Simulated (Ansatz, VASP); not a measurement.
One calculation of Ti, two programs

The input INCAR:

```
PREC     = Accurate       # precision mode
ENCUT    = 520            # plane-wave cutoff, eV
EDIFF    = 1E-6           # SCF threshold, eV
ISMEAR   = 0              # smearing method
SIGMA    = 0.1            # smearing width, eV
LREAL    = False          # projectors in reciprocal space
LASPH    = True           # aspherical terms in the spheres
NELM     = 60             # most SCF steps
ALGO     = Fast           # electronic algorithm
ISIF     = 2              # what is computed and relaxed
LWAVE    = False          # write WAVECAR
LCHARG   = True           # write CHGCAR
GGA      = PE             # functional
LELF     = True           # ELF
LVHAR    = True         
NBANDS   = 19             # bands
```

KPOINTS

```
Automatic mesh
0
Gamma
  8 8 8
```

POSCAR

```
Ti
1.0
   -2.5205487218      2.5205487218      1.3750058557
    2.5205487218     -2.5205487218      1.3750058557
    2.5205487218      2.5205487218     -1.3750058557
Ti
2
Direct
    0.0000000000      0.0000000000      0.0000000000
    0.7500000000      0.2500000000      0.5000000000
```

Input for Ansatz:

```yaml
crystal:
  lattice:
    - [-2.5205487218, 2.5205487218, 1.3750058557]
    - [2.5205487218, -2.5205487218, 1.3750058557]
    - [2.5205487218, 2.5205487218, -1.3750058557]
  atoms:
    - { symbol: Ti, position: [0.0, 0.0, 0.0] }
    - { symbol: Ti, position: [0.75, 0.25, 0.5] }
basis:
  ecutwfc: 420
kpoints:
  mp_grid: { grid: [8, 8, 8] }
hamiltonian:
  xc: pbe
scf:
  occupations: { method: gaussian, width: 0.1 }
  lower_state_search: "off"
output:
  forces: true
  stress: true
  eigenvalues: true
```

Alike in both runs: task single point; functional PBE; k mesh 8 × 8 × 8; occupations gaussian, width 0.1 eV; no spin polarisation.

|  | VASP | Ansatz |
| --- | --- | --- |
| version | VASP 6.6.1 | Ansatz 0.2.0 |
| potentials or method | VASP PAW PBE potentials, release 64 (Ti_sv) | scalar-relativistic, plane waves, PAW |
| plane-wave cutoff (eV) | 520 | 420 |
| valence electrons in the cell | 24 | 24 |

```csv
,VASP,Ansatz,Ansatz less VASP
gap on the k mesh at the Fermi level (eV),none,none,-
pressure (GPa),0.0,0.2,+0.18
largest component of the traceless stress (GPa),2.26,2.33,+0.075
```

A gap of «none» marks a metal or a gap that the smearing closes.
